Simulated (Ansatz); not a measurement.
Input of an Ansatz 0.2.0 run:

The input input.yaml:

```yaml
crystal:
  lattice:
    - [-1.508, 1.508, 2.1072475377]
    - [1.508, -1.508, 2.1072475377]
    - [1.508, 1.508, -2.1072475377]
  atoms:
    - { symbol: Co, position: [-0.00528, 0.004943, 0.015325], spin: 2.0 }
    - { symbol: O, position: [0.514629, 0.499585, 0.00496] }
hamiltonian:
  xc: pbe
  pseudopotentials: { kind: paw }
magnetization:
  spin_polarized: true
kpoints:
  mp_grid: { grid: [12, 12, 12] }
scf:
  occupations: { method: fermi_dirac, width: 0.05 }
output:
  forces: true
  stress: true
  eigenvalues: true
```

Potentials or basis: Ansatz PAW.

The run is started by

```bash
$ ansatz run input.yaml --threads 1 --pin off --max-ram 2560MiB --backend cpu --events-out ev --progress --plain --runs-dir out
```

(1) What does it give for the pressure?

(2) Estimate the absolute moment.

(3) Estimate the net moment.

Answers

(1) 0.5 GPa.

(2) 2.94 μB per cell.

(3) 2.92 μB per cell.

Caveat: the pressure holds a Pulay correction of +0.7 GPa for the finite cutoff; a cell with one magnetic atom can't hold antiferromagnetic order, which such compounds often take; semilocal functionals often make such compounds metallic where correlation or magnetic order opens a gap, which also shifts bond lengths.
